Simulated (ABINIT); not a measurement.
Wanted: the native input for an ABINIT 10.8.3 (patched build) run.

```
Task                : band structure
Functional          : WC
Potentials or basis : PseudoDojo NC SR PBEsol v0.4.1 standard
Cutoff              : 1116 eV
k mesh              : 12 × 12 × 12
Occupations         : fermi-dirac, width 0.05 eV
Spin                : no spin polarisation
```

Crystal: Pd.

```
CELL_PARAMETERS angstrom
0.00000 1.94650 1.94650
1.94650 0.00000 1.94650
1.94650 1.94650 0.00000
ATOMIC_POSITIONS crystal
Pd 0.00000 0.00000 0.00000
```

The input as run:

run.abi

```
# Datasets: ground state, then fixed potential
ndtset 2

# Pseudopotentials
pp_dirpath "./"
pseudos "Pd.upf"

# Structure
acell 2.7527666992 2.7527666992 2.7527666992 Angstrom
rprim
     0.0000000000     0.7071067812     0.7071067812
     0.7071067812     0.0000000000     0.7071067812
     0.7071067812     0.7071067812     0.0000000000
ntypat 1
znucl 46
natom 1
typat 1
xred
     0.0000000000     0.0000000000     0.0000000000

# Plane-wave basis
ecut 1115.666836 eV

# Exchange and correlation
ixc 23

# Bands and occupations
occopt 3
tsmear 0.05 eV

# SCF cycle
nstep 100

# Output
iomode 3
prtwf 0
prteig 0
prtebands 0
prtden1 1

# Dataset 1
kptopt1 1
ngkpt1 12 12 12
nshiftk1 1
shiftk1 0.0 0.0 0.0
nband1 13
tolvrs1 1.0e-10

# Dataset 2: bands along G-X-W-K-G-L-U-W-L-K
iscf2 -2
getden2 1
nband2 17
nbdbuf2 2
tolwfr2 1.0e-12
kptopt2 -9
ndivsm2 6
prteig2 1
prtvol2 -3
kptbounds2
     0.0000000000     0.0000000000     0.0000000000
     0.5000000000     0.0000000000     0.5000000000
     0.5000000000     0.2500000000     0.7500000000
     0.3750000000     0.3750000000     0.7500000000
     0.0000000000     0.0000000000     0.0000000000
     0.5000000000     0.5000000000     0.5000000000
     0.6250000000     0.2500000000     0.6250000000
     0.5000000000     0.2500000000     0.7500000000
     0.5000000000     0.5000000000     0.5000000000
     0.3750000000     0.3750000000     0.7500000000
```

Potentials or basis: PseudoDojo NC SR PBEsol v0.4.1 standard.

The run is started by

```console
$ abinit run.abi > log 2>&1
```

It gave:

The pressure is -1.6 GPa, the band gap on the k mesh is none (metal or under the smearing width) and the valence electrons inside the program's atomic spheres are Pd 15.26 (radii [1.0584] Å).

Caveat: the potentials were made for another functional, which shifts forces and pressure.

Wall time 39 s on 1 thread of Arm Neoverse V2 (shared host), peak memory 0.12 GiB.
